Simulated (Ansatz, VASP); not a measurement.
Two plane-wave programs on Bi

```
Bi
1.0
     2.24515    1.29624    3.83884
    -2.24515    1.29624    3.83884
     0.00000   -2.59248    3.83884
Bi
2
Direct
  0.23711 0.23711 0.23711
  0.76289 0.76289 0.76289
```

Alike in both runs: task single point; functional LDA; k mesh 4 × 4 × 4; occupations fermi-dirac, width 0.1 eV; no spin polarisation.

|  | VASP | Ansatz |
| --- | --- | --- |
| version | VASP 6.6.1 | Ansatz 0.2.0 |
| potentials or method | VASP PAW LDA potentials, release 64 (Bi_d) | plane waves (420 eV) with PAW, scalar-relativistic |
| plane-wave cutoff (eV) | 520 | 420 |
| valence electrons in the cell | 30 | 30 |

VASP gave:

| Quantity | Value |
| --- | --- |
| pressure (GPa) | -0.1 |
| largest component of the traceless stress (GPa) | 0.57 |

**Question.** Which values does Ansatz return?

**Answer.** Pressure (GPa): -0.2; largest component of the traceless stress (GPa): 0.54.

Ansatz warned: «pseudo_functional_mismatch».

Caveats: the k mesh is coarse (spacing up to 0.43 Å⁻¹), so the values aren't converged.
